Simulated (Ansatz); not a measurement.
Crystal: Sb.

```
Sb
1.0
    -1.87134    1.87134    1.87134
     1.87134   -1.87134    1.87134
     1.87134    1.87134   -1.87134
Sb
1
Cartesian
  0.0000 0.0000 0.0000
```

This isn't the form of Sb at room conditions, which is rhombohedral.

| Property | Result |
| --- | --- |
| Program | Ansatz 0.2.0 |
| Task | relaxation of cell and atoms |
| Functional | B3LYP |
| Potentials or basis | Ansatz PAW |
| Cutoff | 420 eV (not typed: the program's choice for these potentials) |
| k mesh | 5 × 5 × 5 |
| Occupations | fermi-dirac, width 0.05 eV |
| Spin | no spin polarisation |

At the start: volume 26.21 Å³/atom.

Task: How do energy, volume and symmetry change on relaxing?

Result: It ends after 5 steps and the volume is 28.27 Å³/atom (+7.9 %); space group Im-3m (No. 229, to 0.05 Å).

Step by step:
```
step  energy change (eV)  largest force (eV/Å)  volume (Å³)
   1              0.0000                0.0000        26.21
   2             -0.0247                0.0000        29.31
   3             -0.0311                0.0000        28.42
   4             -0.0313                0.0000        28.27
   5             -0.0318                0.0000        28.27
```

Final structure:
```yaml
crystal:
  lattice:
    - [-1.91910, 1.91910, 1.91910]
    - [1.91910, -1.91910, 1.91910]
    - [1.91910, 1.91910, -1.91910]
  atoms:
    - { symbol: Sb, position: [0.00000, 0.00000, 0.00000] }
```

Caveat: the k mesh is coarse (spacing up to 0.47 Å⁻¹), so the values aren't converged, least of all with exact exchange; the plane-wave basis is chosen anew once the cell has moved, so the energies of steps on either side of that aren't comparable; the PAW data sets come from PBE, with cores solved anew for the run's functional, which leaves a small shift of forces and pressure.
